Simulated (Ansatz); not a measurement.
**Ni: straining the crystal, biaxial strain in the a-b plane**

A series on Ni: biaxial strain in the a-b plane, -3 to +3 %; the length and tilt of c and the atoms relax. Wanted: energy, stress and any gap along the series.

Program: Ansatz 0.2.0. Level of theory: DFT PBEsol, scalar-relativistic, plane waves, PAW. These are calculated values, not measurements.

3 further runs of the same task are left out: 3 set aside as unsound or not needed.

## Step 1: Starting point

Symmetry: Fm-3m, No. 225, cubic system. Conventional cell: a = 3.463 Å, b = 3.463 Å, c = 3.463 Å, α = 90.00°, β = 90.00°, γ = 90.00°. Ni (site symmetry m-3m) has 12 Ni at 2.45 Å as nearest neighbours.

Coordinates:

```
Ni
1.0
     1.73157    1.73157    0.00000
    -1.73157    1.73157    0.00000
     0.00000    0.00000    3.46315
Ni
2
Direct
  0.00000 0.00000 0.00000
  0.50000 0.50000 0.50000
```

The unstrained cell was computed beforehand with the same settings: E(σ→0) = -11609.9467 eV for 2 atoms, gap none (metal).

## Step 2: At -1.0 %

input.yaml reads:

```yaml
crystal:
  lattice:
    - [1.7142589539, 1.7142589539, 0.0]
    - [-1.7142589539, 1.7142589539, 0.0]
    - [0.0, 0.0, 3.4839282982]
  atoms:
    - { symbol: Ni, position: [0.0, 0.0, 0.0], spin: 0.73 }
    - { symbol: Ni, position: [0.5, 0.5, 0.5], spin: 0.73 }
basis:
  ecutwfc: 420
kpoints:
  mp_grid: { grid: [22, 22, 16] }
hamiltonian:
  xc: pbesol
scf:
  occupations: { method: gaussian, width: 0.1 }
output:
  forces: true
  stress: true
  eigenvalues: true
  populations: true
magnetization:
  spin_polarized: true
relax:
  adjacent_minimum: "off"
  f_tol: 0.008
  max_steps: 40
  cell: { stress_tol: 0.015, fix: [a, b, gamma] }
```

Launch:

```console
ansatz run input.yaml --threads 1 --pin off --max-ram 2560MiB --backend cpu --events-out ev --progress --plain --runs-dir out
```

Further runs follow: the cell strained by +1.0 %; the cell strained by -2.0 %; the cell strained by +2.0 %; strain -3.0 %; strain +3.0 %.

What does the calculation give? Wanted: (1/V) d²E/dε² at zero strain, cubic fit; strain of the free axis c per applied strain.

As calculated:

| quantity | value |
| --- | --- |
| largest energy cost | 20.2 meV/atom at -3.0 % |
| (1/V) d²E/dε² at zero strain, cubic fit | 598 GPa |
| strain of the free axis c per applied strain | -1.15 |

What this shows: From the curvature follows twice the biaxial modulus: 598 GPa. Compression by 3 % costs 20.2 meV/atom and stretching 14.7. The free axis c moves against the applied strain (factor -1.15).
